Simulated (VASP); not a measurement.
**VASP 6.6.1 run: BeS**

INCAR

```
ENCUT = 520
ISIF = 2
SIGMA = 0.01
ISMEAR = 0
METAGGA = R2SCAN
NSW = 0
LASPH = .TRUE.
PREC = Accurate
MAGMOM = -0.5 0.5
ALGO = Normal
IBRION = -1
LWAVE = .FALSE.
EDIFF = 1E-7
NBANDS = 11
LREAL = .FALSE.
LCHARG = .FALSE.
NELM = 120
ISPIN = 2
NELECT = 7.9
```

KPOINTS

```
KPOINTS created by Atomic Simulation Environment
0
Gamma
7 7 7
0 0 0
```

POSCAR

```
Be S
 1.0000000000000000
     0.0000000000000000    2.3868161129000001    2.3868161129000001
     2.3868161129000001    0.0000000000000000    2.3868161129000001
     2.3868161129000001    2.3868161129000001    0.0000000000000000
 Be  S
   1   1
Cartesian
  0.0000000000000000  0.0000000000000000  0.0000000000000000
  2.3868161129000001  2.3868161129000001  2.3868161129000001
```

The recommended PBE PAW datasets give the neutral cell 8 valence electrons.

Command

```
mpirun -np 1 vasp_std
```

Problem. Predict the outcome of this run.

Solution. It converged. Results: pressure -15.0 GPa; magnetic moment of the cell -0.01 μB.

OSZICAR

```
N       E                     dE             d eps       ncg     rms          rms(c)
DAV:   1     0.128579789340E+02    0.12858E+02   -0.34295E+03   880   0.548E+02
DAV:   2    -0.142619653316E+02   -0.27120E+02   -0.25409E+02  1127   0.110E+02
DAV:   3    -0.155087563565E+02   -0.12468E+01   -0.12311E+01  1143   0.236E+01
DAV:   4    -0.155154119922E+02   -0.66556E-02   -0.66541E-02  1114   0.196E+00
DAV:   5    -0.155154505660E+02   -0.38574E-04   -0.38573E-04  1090   0.142E-01    0.576E+00
DAV:   6    -0.139692064367E+02    0.15462E+01   -0.54697E-01   992   0.440E+00    0.464E+00
DAV:   7    -0.140013834484E+02   -0.32177E-01   -0.10825E-01  1007   0.241E+00    0.190E+00
DAV:   8    -0.140129496687E+02   -0.11566E-01   -0.24613E-02   928   0.178E+00    0.125E+00
DAV:   9    -0.140128178556E+02    0.13181E-03   -0.40739E-03   979   0.808E-01    0.187E-01
DAV:  10    -0.140133463534E+02   -0.52850E-03   -0.91038E-04   976   0.214E-01    0.903E-02
DAV:  11    -0.140135948751E+02   -0.24852E-03   -0.80541E-04   910   0.399E-01    0.528E-02
DAV:  12    -0.140134443163E+02    0.15056E-03   -0.73829E-04   907   0.392E-01    0.293E-02
DAV:  13    -0.140134216599E+02    0.22656E-04   -0.81640E-05   916   0.130E-01    0.150E-02
DAV:  14    -0.140134214445E+02    0.21538E-06   -0.46670E-06   997   0.274E-02    0.290E-03
DAV:  15    -0.140134212850E+02    0.15952E-06   -0.14742E-07  1037   0.366E-03    0.107E-03
DAV:  16    -0.140134211974E+02    0.87568E-07   -0.45883E-08   723   0.234E-03
   1 F= -.14013421E+02 E0= -.14013356E+02  d E =-.130403E-03  mag=    -0.0125
```

The cell is charged and sits in a uniform background.

For comparison, a separate r²SCAN run of the intended cell, on usual settings and not on those above, gives a gap of 1.33 eV on its mesh and a pressure of -8.5 GPa.
